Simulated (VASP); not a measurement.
# HfB2 (P6/mmm) in VASP: a series of runs

The runs below take HfB2 through single point, with PBEsol.

All numbers are computed with VASP 6.6.1; they aren't measurements. Logs are shortened: lines on timing, memory, paths and dates and some standing lists are left out, and cuts for length are marked.

**1. The crystal as given**

The structure is hexagonal, space group P6/mmm (No. 191). Conventional cell: a = 3.140 Å, b = 3.140 Å, c = 3.480 Å, α = 90.00°, β = 90.00°, γ = 120.00°. Hf (site symmetry 6/mmm) has 12 B at 2.51 Å as nearest neighbours. Around B (site symmetry -6m2) lie 3 B at 1.81 Å.

**2. Single point, PBEsol**

INCAR reads:

```
SYSTEM = HfB2
  PREC = Accurate
  ENCUT = 520
  EDIFF = 1E-7
  ISMEAR = 1
  SIGMA = 0.15
  LREAL = .FALSE.
  LASPH = .TRUE.
  NELM = 100
  ALGO = Normal
  ISIF = 2
  LWAVE = .FALSE.
  LCHARG = .FALSE.
  GGA = PS
  NBANDS = 12
  ADDGRID = .FALSE.
```

KPOINTS reads:

```
Automatic mesh
0
G
  6 6 5
  0 0 0
```

POSCAR reads:

```
HfB2
1.0
    3.1400000000      0.0000000000      0.0000000000
   -1.5700000000      2.7193197679      0.0000000000
    0.0000000000      0.0000000000      3.4800000000
Hf B
1 2
Direct
    0.0000000000      0.0000000000      0.0000000000
    0.6666666667      0.3333333333      0.5000000000
    0.3333333333      0.6666666667      0.5000000000
```

Potentials or basis: VASP PAW PBE potentials, release 64 (Hf, B).

Launch:

```console
$ cat potpaw_PBE.64/Hf/POTCAR potpaw_PBE.64/B/POTCAR > POTCAR
$ mpirun -np 1 vasp_std > vasp.out
```

OUTCAR:

```text
SYSTEM = HfB2
   PREC = Accurate
   ENCUT = 520
   EDIFF = 1E-7
   ISMEAR = 1
   LREAL = .FALSE.
   LASPH = .TRUE.
   NELM = 100
   ISIF = 2
   GGA = PS

 Found     21 irreducible k-points:

 Following reciprocal coordinates:
            Coordinates               Weight
  0.000000  0.000000  0.000000      1.000000
  0.166667  0.000000  0.000000      6.000000
  0.333333  0.000000  0.000000      6.000000
  0.500000  0.000000  0.000000      3.000000
  0.166667  0.166667  0.000000      6.000000
  0.333333  0.166667  0.000000     12.000000
   k-points           NKPTS =     21   k-points in BZ     NKDIM =     21   number of bands    NBANDS=     12
   number of dos      NEDOS =    301   number of ions     NIONS =      3
   total plane-waves  NPLWV =  16128
   dimension x,y,z NGX =    24 NGY =   24 NGZ =   28
   dimension x,y,z NGXF=    48 NGYF=   48 NGZF=   56
   ions per type =               1   2
   NGX,Y,Z   is equivalent  to a cutoff of  12.71, 12.71, 13.38 a.u.
   NGXF,Y,Z  is equivalent  to a cutoff of  25.41, 25.41, 26.75 a.u.
 SYSTEM =  HfB2
   PREC   = accura    normal or accurate (medium, high low for compatibility)
   ISTART =      0    job   : 0-new  1-cont  2-samecut
   ICHARG =      2    charge: 1-file 2-atom 10-const
   ISPIN  =      1    spin polarized calculation?
   LNONCOLLINEAR =      F non collinear calculations
   LSORBIT =      F    spin-orbit coupling
   LASPH  =      T    aspherical Exc in radial PAW
   ENCUT  =  520.0 eV  38.22 Ry    6.18 a.u.   5.84  5.84  6.47*2*pi/ulx,y,z
   NELM   =    100;   NELMIN=  2; NELMDL= -5     # of ELM steps
   EDIFF  = 0.1E-06   stopping-criterion for ELM
   LREAL  =      F    real-space projection
   EDIFFG = 0.1E-05   stopping-criterion for IOM
   NSW    =      0    number of steps for IOM
   IBRION =     -1    ionic relax: 0-MD 1-quasi-New 2-CG
   NFREE  =      0    steps in history (QN), initial steepest desc. (CG)
   ISIF   =      2    stress and relaxation
   ISYM   =      2    0-nonsym 1-usesym 2-fastsym
   POTIM  = 0.5000    time-step for ionic-motion
   TEBEG  =    0.0;   TEEND  =   0.0 temperature during run
   PSTRESS=    0.0 pullay stress
   NELECT =      10.0000    total number of electrons
   NUPDOWN=      -1.0000    fix difference up-down
   EMIN   =  10.00;   EMAX   =-10.00  energy-range for DOS
   EFERMI =   0.00;   METHOD = LEGACY
   ISMEAR =     1;   SIGMA  =   0.15  broadening in eV -4-tet -1-fermi 0-gaus
   EFERMI_NEDOS =   21; number of points for ismear=-14 and -15
   IALGO  =     38    algorithm
   IMIX   =      4    mixing-type and parameters
     AMIX     =   0.40;   BMIX     =  1.00
     AMIX_MAG =   1.60;   BMIX_MAG =  1.00
  volume/ion in A,a.u.               =       9.90        66.84
  Fermi-wavevector in a.u.,A,eV,Ry     =   1.138724  2.151876 17.642568  1.296692
  Thomas-Fermi vector in A             =   2.275428
   LORBIT       =      0    0 simple, 1 ext, 2 COOP (PROOUT), +10 PAW based schemes
   GGA     = PS    functional components
   LHFCALC =     F    Hartree Fock is set to
   AEXX    =    0.0000 exact exchange contribution
   IVDW    =     0    specifies the selected vdW correction
   LEPSILON=     F    determine dielectric tensor
   LRPA    =     F    only Hartree local field effects (RPA)
 non-spin polarized calculation
 Methfessel and Paxton  Order N= 1 SIGMA  =   0.15
  energy-cutoff  :      520.00
  volume of cell :       29.71
 maximum number of plane-waves:       816
 NGX is ok and might be reduce to    24
   NGX = 11   NGY = 11   NGZ = 13

 number of electron      10.0000000 magnetization

 Free energy of the ion-electron system (eV)
  ---------------------------------------------------
  ext. energy  EPLUGINS =         0.00000000
  ---------------------------------------------------
  free energy    TOTEN  =       -27.87894851 eV

  energy without entropy =      -27.87827424  energy(sigma->0) =      -27.87872375

 E-fermi :   7.4664     XC(G=0): -12.4564

 val. band max:        7.3496207840   @ k =   0.0000   0.0000   0.2000
 cond. band min:       7.5320693880   @ k =   0.3333   0.1667   0.0000
 fundamental gap:      0.1824486040
 Fermi energy:         7.4664104599

 k-point     1 :       0.0000    0.0000    0.0000
  band No.  band energies     occupation
      1      -5.9021      2.00000
      2       4.7931      2.00000
      3       4.9432      2.00000
      4       4.9432      2.00000
      5       5.0480      2.00000
      6      11.8356      0.00000
      7      11.8356      0.00000
      8      12.5123      0.00000
      9      12.5123      0.00000
     10      12.8051      0.00000
     11      12.8051      0.00000
     12      12.8823      0.00000

 k-point     2 :       0.1667    0.0000    0.0000
  band No.  band energies     occupation
      1      -5.3404      2.00000
      2       3.5024      2.00000
      3       4.6017      2.00000
      4       4.8802      2.00000
      5       5.3001      2.00000
      6      10.2802     -0.00000
      7      11.4588      0.00000
      8      11.5174      0.00000
      9      12.1745      0.00000
     10      13.7843      0.00000
     11      14.8167      0.00000
     12      15.0218      0.00000

 k-point     3 :       0.3333    0.0000    0.0000
  band No.  band energies     occupation
      1      -3.8177      2.00000
      2       0.9579      2.00000
      3       3.9479      2.00000
      4       4.5870      2.00000
      5       5.3686      2.00000
      6      10.6558      0.00000
      7      10.7506      0.00000
      8      10.8162      0.00000
      9      12.4469      0.00000
     10      13.8820      0.00000
     11      16.8483      0.00000
     12      18.1901      0.00000

 k-point     4 :       0.5000    0.0000    0.0000
  band No.  band energies     occupation
      1      -1.9459      2.00000
      2      -1.2657      2.00000
      3       3.6963      2.00000
      4       4.3978      2.00000
      5       4.9384      2.00000
      6       9.9562     -0.00000
      7      10.5352      0.00000
      8      13.4186      0.00000
      9      13.5766      0.00000
     10      14.1253      0.00000
     11      15.1813      0.00000
     12      18.9892      0.00000

 k-point     5 :       0.1667    0.1667    0.0000
  band No.  band energies     occupation
      1      -4.2925      2.00000
      2       2.0401      2.00000
      3       3.5817      2.00000
      4       4.1830      2.00000
      5       6.4836      2.00000
      6       9.3926     -0.00000
      7       9.4174     -0.00000
      8      12.2257      0.00000
      9      13.9761      0.00000
     10      14.7465      0.00000
     11      14.7611      0.00000
     12      16.6722      0.00000

 k-point     6 :       0.3333    0.1667    0.0000
  band No.  band energies     occupation
      1      -2.4300      2.00000
      2      -0.0602      2.00000
      3       2.3694      2.00000
      4       4.0674      2.00000
      5       7.1199      2.00519
      6       7.5321      0.33199
      7      10.2787     -0.00000
      8      13.6292      0.00000
      9      14.0057      0.00000
     10      15.3819      0.00000
     11      17.5233      0.00000
     12      17.5802      0.00000

 [... further k-points ...]

------------------------ aborting loop because EDIFF is reached ----------------------------------------

  FORCE on cell =-STRESS in cart. coord.  units (eV):
  Direction    XX          YY          ZZ          XY          YZ          ZX
  --------------------------------------------------------------------------------------
  -------------------------------------------------------------------------------------
  Total       -0.5631487     -0.5631487     -1.0598069      0.0000000      0.0000000      0.0000000
  in kB      -30.3643867    -30.3643867    -57.1436751      0.0000000      0.0000000      0.0000000
  external PRESSURE =     -39.2908161 kB  Pullay stress =       0.0000000 kB

 VOLUME and BASIS-vectors are now :
 -----------------------------------------------------------------------------
  energy-cutoff  :      520.00
  volume of cell :       29.71
      direct lattice vectors                 reciprocal lattice vectors
     3.140000000  0.000000000  0.000000000     0.318471338  0.183869512  0.000000000
    -1.570000000  2.719319768  0.000000000     0.000000000  0.367739025  0.000000000
     0.000000000  0.000000000  3.480000000     0.000000000  0.000000000  0.287356322

 POSITION                                       TOTAL-FORCE (eV/Angst)
 -----------------------------------------------------------------------------------
      0.00000      0.00000      0.00000         0.000000      0.000000      0.000000
      1.57000      0.90644      1.74000         0.000000      0.000000     -0.000000
     -0.00000      1.81288      1.74000         0.000000      0.000000      0.000000
 -----------------------------------------------------------------------------------
    total drift:                                0.000000     -0.000000      0.000000

  FREE ENERGIE OF THE ION-ELECTRON SYSTEM (eV)
  ---------------------------------------------------
  free  energy   TOTEN  =       -27.8789485074 eV

  energy  without entropy=      -27.8782742361  energy(sigma->0) =      -27.87872375
```

It took 6.5 s on 1 thread of Intel Xeon Platinum 8559C (Emerald Rapids), shared host; peak memory 0.14 GiB.

The run converged, but some of its settings lie outside the range that counts as converged, so its numbers aren't taken as properties of the crystal.

What came out:

```
Free energy            : -27.8789 eV
Pressure               : -3.9 GPa
Band gap on the k mesh : none (metal or under the smearing width)
```

Caveat: the k mesh is coarse (spacing up to 0.39 Å⁻¹), so the values aren't converged; the PAW data sets were made with another functional, which shifts forces and pressure a little.

**3. Single point, PBEsol**

INCAR is that of step 2.

KPOINTS is that of step 2.

POSCAR reads:

```
HfB2
1.0
    3.1400000000      0.0000000000      0.0000000000
   -1.5700000000      2.7193197679      0.0000000000
    0.0000000000      0.0000000000      3.4800000000
Hf B
1 2
Direct
   -0.0142630000      0.0046330000     -0.0059370000
    0.6696320000      0.3380360000      0.4871880000
    0.3055440000      0.6904850000      0.5067950000
```

Potentials or basis: VASP PAW PBE potentials, release 64 (Hf, B).

Launch:

```console
$ cat potpaw_PBE.64/Hf/POTCAR potpaw_PBE.64/B/POTCAR > POTCAR
$ mpirun -np 1 vasp_std > vasp.out
```

OUTCAR:

```text
SYSTEM = HfB2
   PREC = Accurate
   ENCUT = 520
   EDIFF = 1E-7
   ISMEAR = 1
   LREAL = .FALSE.
   LASPH = .TRUE.
   NELM = 100
   ISIF = 2
   GGA = PS

 Found     92 irreducible k-points:

 Following reciprocal coordinates:
            Coordinates               Weight
  0.000000  0.000000  0.000000      1.000000
  0.166667  0.000000  0.000000      2.000000
  0.000000  0.166667  0.000000      2.000000
 -0.166667  0.166667  0.000000      2.000000
  0.333333  0.000000  0.000000      2.000000
  0.000000  0.333333  0.000000      2.000000
   k-points           NKPTS =     92   k-points in BZ     NKDIM =     92   number of bands    NBANDS=     12
   number of dos      NEDOS =    301   number of ions     NIONS =      3
   total plane-waves  NPLWV =  16128
   dimension x,y,z NGX =    24 NGY =   24 NGZ =   28
   dimension x,y,z NGXF=    48 NGYF=   48 NGZF=   56
   ions per type =               1   2
   NGX,Y,Z   is equivalent  to a cutoff of  12.71, 12.71, 13.38 a.u.
   NGXF,Y,Z  is equivalent  to a cutoff of  25.41, 25.41, 26.75 a.u.
 SYSTEM =  HfB2
   PREC   = accura    normal or accurate (medium, high low for compatibility)
   ISTART =      0    job   : 0-new  1-cont  2-samecut
   ICHARG =      2    charge: 1-file 2-atom 10-const
   ISPIN  =      1    spin polarized calculation?
   LNONCOLLINEAR =      F non collinear calculations
   LSORBIT =      F    spin-orbit coupling
   LASPH  =      T    aspherical Exc in radial PAW
[... 134 lines left out ...]
  band No.  band energies     occupation
      1      -3.8529      2.00000
      2       0.8475      2.00000
      3       4.0177      2.00000
      4       4.8133      2.00000
      5       5.3672      2.00000
      6      10.3351      0.00000
      7      10.7540      0.00000
      8      10.8633      0.00000
      9      12.3532      0.00000
     10      13.7124      0.00000
     11      16.9883      0.00000
     12      17.8399      0.00000

 [... further k-points ...]

------------------------ aborting loop because EDIFF is reached ----------------------------------------

  FORCE on cell =-STRESS in cart. coord.  units (eV):
  Direction    XX          YY          ZZ          XY          YZ          ZX
  --------------------------------------------------------------------------------------
  -------------------------------------------------------------------------------------
  Total        0.0294033     -0.3137191     -1.0000895     -0.2342782      0.0228144     -0.0221872
  in kB        1.5853942    -16.9154052    -53.9237752    -12.6320314      1.2301265     -1.1963109
  external PRESSURE =     -23.0845954 kB  Pullay stress =       0.0000000 kB

 VOLUME and BASIS-vectors are now :
 -----------------------------------------------------------------------------
  energy-cutoff  :      520.00
  volume of cell :       29.71
      direct lattice vectors                 reciprocal lattice vectors
     3.140000000  0.000000000  0.000000000     0.318471338  0.183869512  0.000000000
    -1.570000000  2.719319768  0.000000000     0.000000000  0.367739025  0.000000000
     0.000000000  0.000000000  3.480000000     0.000000000  0.000000000  0.287356322

 POSITION                                       TOTAL-FORCE (eV/Angst)
 -----------------------------------------------------------------------------------
      3.08794      0.01260      3.45934        -0.161246      0.365484      0.155844
      1.57193      0.91923      1.69541        -1.381941      0.286181      0.232606
     -0.12465      1.87765      1.76365         1.543187     -0.651666     -0.388449
 -----------------------------------------------------------------------------------
    total drift:                                0.000005      0.000002     -0.000027

  FREE ENERGIE OF THE ION-ELECTRON SYSTEM (eV)
  ---------------------------------------------------
  free  energy   TOTEN  =       -27.7528643050 eV

  energy  without entropy=      -27.7540924231  energy(sigma->0) =      -27.75327368
```

OSZICAR:

```text
N       E                     dE             d eps       ncg     rms          rms(c)
DAV:   1     0.448900882126E+01    0.44890E+01   -0.44806E+03  2208   0.720E+02
DAV:   2    -0.290995587835E+02   -0.33589E+02   -0.32332E+02  3092   0.127E+02
DAV:   3    -0.300474181496E+02   -0.94786E+00   -0.93662E+00  3072   0.188E+01
DAV:   4    -0.300510339487E+02   -0.36158E-02   -0.36144E-02  2760   0.118E+00
DAV:   5    -0.300510498707E+02   -0.15922E-04   -0.15922E-04  2984   0.725E-02    0.202E+01
DAV:   6    -0.279680610398E+02    0.20830E+01   -0.40173E+00  2616   0.985E+00    0.103E+01
DAV:   7    -0.277812349965E+02    0.18683E+00   -0.67565E-01  3056   0.449E+00    0.280E+00
DAV:   8    -0.277549204873E+02    0.26315E-01   -0.67603E-02  2680   0.138E+00    0.540E-01
DAV:   9    -0.277529911420E+02    0.19293E-02   -0.71943E-03  2692   0.454E-01    0.193E-01
DAV:  10    -0.277528776339E+02    0.11351E-03   -0.76216E-04  2620   0.155E-01    0.382E-02
DAV:  11    -0.277528661260E+02    0.11508E-04   -0.37159E-05  2924   0.397E-02    0.214E-02
DAV:  12    -0.277528642557E+02    0.18703E-05   -0.85368E-06  2688   0.153E-02    0.584E-03
DAV:  13    -0.277528643050E+02   -0.49326E-07   -0.23249E-07  2664   0.333E-03
   1 F= -.27752864E+02 E0= -.27753274E+02  d E =0.122812E-02
```

stdout:

```text
POSCAR found type information on POSCAR HfB
 POSCAR found :  2 types and       3 ions
 scaLAPACK will be used
 -----------------------------------------------------------------------------
|                                                                             |
|                                                                             |
|     You enforced a specific xc type in the INCAR file but a different       |
|     I HOPE YOU KNOW WHAT YOU ARE DOING!                                     |
|                                                                             |
 -----------------------------------------------------------------------------

 LDA part: xc-table for (Slater+PW92), standard interpolation
 POSCAR, INCAR and KPOINTS ok, starting setup
 FFT: planning ... GRIDC
 FFT: planning ... GRID_SOFT
 FFT: planning ... GRID
 WAVECAR not read
 entering main loop
```

It took 15 s on 1 thread of Intel Xeon Platinum 8559C (Emerald Rapids), shared host; peak memory 0.17 GiB.

The run converged, but some of its settings lie outside the range that counts as converged, so its numbers aren't taken as properties of the crystal.

What came out:

```
Free energy            : -27.7529 eV
Pressure               : -2.3 GPa
Largest force          : 1.720 eV/Å
Band gap on the k mesh : none (metal or under the smearing width)
```

Caveat: the k mesh is coarse (spacing up to 0.39 Å⁻¹), so the values aren't converged; the PAW data sets were made with another functional, which shifts forces and pressure a little.

(Part 1 of 2 ends here.)
